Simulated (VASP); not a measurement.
HfO2, 6 atoms in the cell. It takes space group P4_2/mnm (No. 136, tetragonal). The conventional cell has a = 4.814 Å, b = 4.814 Å, c = 3.205 Å, α = 90.00°, β = 90.00°, γ = 90.00°. Hf (site symmetry mmm) is surrounded by 6 O at 2.08 Å. O (site symmetry m2m) has 3 Hf at 2.08 Å as nearest neighbours. Measurements of this composition are mostly on another form, of space group No. 14.

| Quantity | Value |
| --- | --- |
| Program | VASP 6.6.1 |
| Task | relaxation of cell and atoms |
| Functional | rev-vdW-DF2 |
| Potentials or basis | VASP PAW PBE potentials, release 64 (Hf_pv, O) |
| Cutoff | 600 eV |
| k mesh | 6 × 6 × 8 |
| Occupations | fermi-dirac, width 0.05 eV |
| Spin | no spin polarisation |
| Further INCAR settings | ALGO = Fast; EDIFF = 1e-06; IBRION = 2; EDIFFG = -0.01; NSW = 40; ISIF = 3 |

Potentials or basis: VASP PAW PBE potentials, release 64 (Hf_pv, O).

The run is started by

```bash
$ cat potpaw_PBE.64/Hf_pv/POTCAR potpaw_PBE.64/O/POTCAR > POTCAR
$ mpirun -np 1 vasp_std > vasp.out
```

Hardware: 1 thread of AMD EPYC 9R14 (Zen 4), with other jobs on the host.

Question: Estimate the wall time of this run.

Answer: It took 6.5 min on 1 thread of AMD EPYC 9R14 (Zen 4), with other jobs on the host, peak memory 0.5 GiB. Counts: scf iterations 53, k points 50, ion steps 5.
